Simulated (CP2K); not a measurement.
## Sn under changes of volume

One of the cells (33.803 Å³/atom); the others are scaled copies at fixed shape and fractional positions:

```
CELL_PARAMETERS angstrom
4.57264 0.00000 0.00000
2.28632 3.96002 0.00000
2.28632 1.32001 3.73354
ATOMIC_POSITIONS crystal
Sn 0.75000 0.75000 0.75000
Sn 0.50000 0.50000 0.50000
```

This isn't the form of Sn at room conditions, which is tetragonal (white tin).

```yaml
Program: CP2K 2026.2
Functional: PBE
Potentials_or_basis: POTENTIAL_UZH Sn GTH-PBE-q4; TZVP-MOLOPT-PBE-GTH basis
Density_cutoff: 6123 eV
k_mesh: 7 × 7 × 7
Occupations: fermi-dirac, width 0.05 eV
Spin: no spin polarisation
```

| volume (Å³/atom) | energy over the lowest point (meV/atom) | pressure (GPa) |
| --- | --- | --- |
| 31.775 | 109.08 | 7.8 |
| 32.451 | 78.88 | 6.5 |
| 33.127 | 54.16 | 5.3 |
| 33.803 | 34.36 | 4.2 |
| 34.479 | 19.01 | 3.2 |
| 35.155 | ? | ? |
| 35.831 | 0.00 | 1.4 |

Task: What does the run at 35.155 Å³/atom give?

Result: Energy over the lowest point 7.69 meV/atom; pressure 2.3 GPa.

Worked out: A Birch-Murnaghan fit of order 3 (a polynomial in V^(-2/3)) to the other rows has no minimum within the range. It gives 7.69 meV/atom at 35.155 Å³/atom, against the run's 7.69, and -dE/dV = 2.2 GPa, against 2.3.

Energies are extrapolated to zero smearing.

Caveats: the basis of atomic orbitals isn't converged, which shifts pressures, moduli and gaps.
